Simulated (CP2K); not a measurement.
Runs of CP2K 2026.2 on Cd. It takes space group Im-3m (No. 229, cubic). Conventional cell: a = 3.569 Å, b = 3.569 Å, c = 3.569 Å, α = 90.00°, β = 90.00°, γ = 90.00°. Cd (site symmetry m-3m) has 8 Cd at 3.09 Å as nearest neighbours. This isn't the form of Cd at room conditions, which is hcp.

```tsv
potentials or basis	basis sets	potentials	ADDED_MOS	gap on the mesh (eV)	pressure (GPa)
GTH_POTENTIALS Cd GTH-PBE-q12; TZVP-MOLOPT-SR-GTH basis	Cd TZVP-MOLOPT-SR-GTH-q12	Cd GTH-PBE-q12 of GTH_POTENTIALS	[8]	none	1.2
GTH_POTENTIALS Cd GTH-PBE-q12; SZV-MOLOPT-SR-GTH basis	Cd SZV-MOLOPT-SR-GTH-q12	Cd GTH-PBE-q12 of GTH_POTENTIALS	[3]	none	(a)
POTENTIAL_UZH Cd GTH-PBE-q12; TZV2P-MOLOPT-PBE-GTH basis	Cd TZV2P-MOLOPT-PBE-GTH-q12	Cd GTH-PBE-q12 of POTENTIAL_UZH	[8]	none	1.3
GTH_POTENTIALS Cd GTH-PBE-q12; DZVP-MOLOPT-SR-GTH basis	Cd DZVP-MOLOPT-SR-GTH-q12	Cd GTH-PBE-q12 of GTH_POTENTIALS	[8]	none	1.9
POTENTIAL_UZH Cd GTH-PBE-q12; DZVP-MOLOPT-PBE-GTH basis	Cd DZVP-MOLOPT-PBE-GTH-q12	Cd GTH-PBE-q12 of POTENTIAL_UZH	[8]	none	1.3
POTENTIAL_UZH Cd GTH-PBE-q12; ccGRB-D basis	Cd ccGRB-D-q12	Cd GTH-PBE-q12 of POTENTIAL_UZH	[8]	none	1.1
POTENTIAL_UZH Cd GTH-PBE-q12; TZVP-MOLOPT-PBE-GTH basis	Cd TZVP-MOLOPT-PBE-GTH-q12	Cd GTH-PBE-q12 of POTENTIAL_UZH	[8]	none	1.3
```

Alike in all rows: task single point; level PBE; no spin polarisation; cell as given; k mesh 10 × 10 × 10; smearing fermi-dirac 0.05 eV.

Q: Estimate the missing entries.

A: (a) 5.2.

Caveats: the basis of atomic orbitals isn't converged, which shifts pressures, moduli and gaps; a minimal basis gives rough bond lengths, pressures and levels (some runs).

A k mesh can miss the band edges, and the runs leave out spin-orbit coupling on Cd.

A gap of «none» marks a metal or a gap under the smearing width.
